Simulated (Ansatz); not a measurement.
# ZnS (F-43m): the equilibrium volume

At what volume is ZnS (F-43m) free of pressure?

Computed with Ansatz 0.2.0 (DFT PBE, scalar-relativistic, plane waves, PAW, unless a step's input says otherwise).

3 further runs of the same task are left out: 3 set aside as unsound or not needed.

**1. The starting structure**

Symmetry: F-43m, No. 216, cubic system. Conventional cell: a = 5.387 Å, b = 5.387 Å, c = 5.387 Å, α = 90.00°, β = 90.00°, γ = 90.00°. Zn (site symmetry -43m) is surrounded by 4 S at 2.33 Å. Around S (site symmetry -43m) lie 4 Zn at 2.33 Å.

Structure file:

```cif
data_structure
_symmetry_space_group_name_H-M 'P 1'
_symmetry_Int_Tables_number 1
_cell_length_a 3.8094
_cell_length_b 3.8094
_cell_length_c 3.8094
_cell_angle_alpha 60.000
_cell_angle_beta 60.000
_cell_angle_gamma 60.000
_cell_volume 39.09
loop_
_atom_site_label
_atom_site_type_symbol
_atom_site_fract_x
_atom_site_fract_y
_atom_site_fract_z
_atom_site_occupancy
Zn1 Zn 0.00000 0.00000 0.00000 1
S1 S 0.25000 0.25000 0.25000 1
```

**2. The first run (PBE, 6×6×6 mesh)**

Contents of input.yaml:

```yaml
crystal:
  lattice:
    - [0.0, 2.6936828773, 2.6936828773]
    - [2.6936828773, 0.0, 2.6936828773]
    - [2.6936828773, 2.6936828773, 0.0]
  atoms:
    - { symbol: Zn, position: [0.0, 0.0, 0.0] }
    - { symbol: S, position: [0.25, 0.25, 0.25] }
basis:
  ecutwfc: 420
kpoints:
  mp_grid: { grid: [6, 6, 6] }
hamiltonian:
  xc: pbe
scf:
  occupations: { method: gaussian, width: 0.1 }
output:
  forces: true
  stress: true
  eigenvalues: true
```

Run with:

```console
$ ansatz run input.yaml --threads 8 --pin off --max-ram 16384MiB --backend cpu --events-out ev --progress --plain --runs-dir out
```

Further steps of the session: Relaxing cell and atoms.

What does the calculation give? Wanted: volume; pressure; conventional cell; gap on the mesh.

**Answer**, as computed:

| quantity | value |
| --- | --- |
| volume | 20.150 Å³/atom |
| pressure | 0.05 GPa |
| conventional cell | a = 5.442 Å, b = 5.442 Å, c = 5.442 Å, α = 90.00°, β = 90.00°, γ = 90.00° |
| gap on the mesh | 2.02 eV |

Over the 2 runs shown the cell moved from 19.55 to 20.15 Å³/atom, a change of +3.1 %, where the pressure is zero within 0.05 GPa.

These are semilocal Kohn-Sham gaps, which aren't the measured quantity. Such gaps usually fall short of the measured ones.
